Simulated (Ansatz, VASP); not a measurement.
**Two plane-wave programs on HfC**

The input INCAR:

```
PREC = Accurate ; ENCUT = 520
EDIFF = 1E-7 ; ISMEAR = -1
SIGMA = 0.05 ; LREAL = F
LASPH = T ; NELM = 60
ALGO = Normal ; ISIF = 2
LWAVE = F ; LCHARG = F
GGA = PS ; NBANDS = 22
```

File KPOINTS:

```
regular mesh
0
Gamma
  9 9 5
```

Contents of POSCAR:

```
HfC
1.0
    3.3204300345      0.0000000000      0.0000000000
   -1.6602150172      2.8755767613      0.0000000000
    0.0000000000      0.0000000000      5.1677954043
Hf C
2 2
Direct
    0.3333333333      0.6666666667      0.2500000000
    0.6666666667      0.3333333333      0.7500000000
    0.0000000000      0.0000000000      0.5000000000
    0.0000000000      0.0000000000      0.0000000000
```

input.yaml

```yaml
crystal:
  lattice:
    - [3.3204300345, 0.0, 0.0]
    - [-1.6602150172, 2.8755767613, 0.0]
    - [0.0, 0.0, 5.1677954043]
  atoms:
    - { symbol: Hf, position: [0.3333333333, 0.6666666667, 0.25] }
    - { symbol: Hf, position: [0.6666666667, 0.3333333333, 0.75] }
    - { symbol: C, position: [0.0, 0.0, 0.5] }
    - { symbol: C, position: [0.0, 0.0, 0.0] }
hamiltonian:
  xc: pbesol
  pseudopotentials: { kind: paw }
kpoints:
  mp_grid: { grid: [9, 9, 5] }
scf:
  occupations: { method: fermi_dirac, width: 0.05 }
output:
  forces: true
  stress: true
  eigenvalues: true
```

Change from the starting cell: volume scaled by 0.98.

Alike in both runs: task single point; functional PBEsol; k mesh 9 × 9 × 5; occupations fermi-dirac, width 0.05 eV; no spin polarisation.

|  | VASP | Ansatz |
| --- | --- | --- |
| version | VASP 6.6.1 | Ansatz 0.2.0 |
| potentials or method | VASP PAW PBE potentials, release 64 (Hf_pv, C) | Ansatz PAW |
| plane-wave cutoff (eV) | 520 | 420 |
| valence electrons in the cell | 28 | 60 |

|  | VASP | Ansatz | Ansatz less VASP |
| --- | --- | --- | --- |
| gap on the k mesh at the Fermi level (eV) | none | none | - |
| pressure (GPa) | -3.2 | -2.8 | +0.45 |
| largest component of the traceless stress (GPa) | 1.91 | 1.88 | -0.027 |

A gap of «none» marks a metal or a gap that the smearing closes. The two sets of potentials don't hold the same shells in valence.

Caveats: the PAW data sets were made with another functional, which shifts forces and pressure a little (VASP); the PAW data sets come from PBE, with cores solved anew for the run's functional, which leaves a small shift of forces and pressure (Ansatz). Spin-orbit coupling is left out, which matters for the levels of Hf.
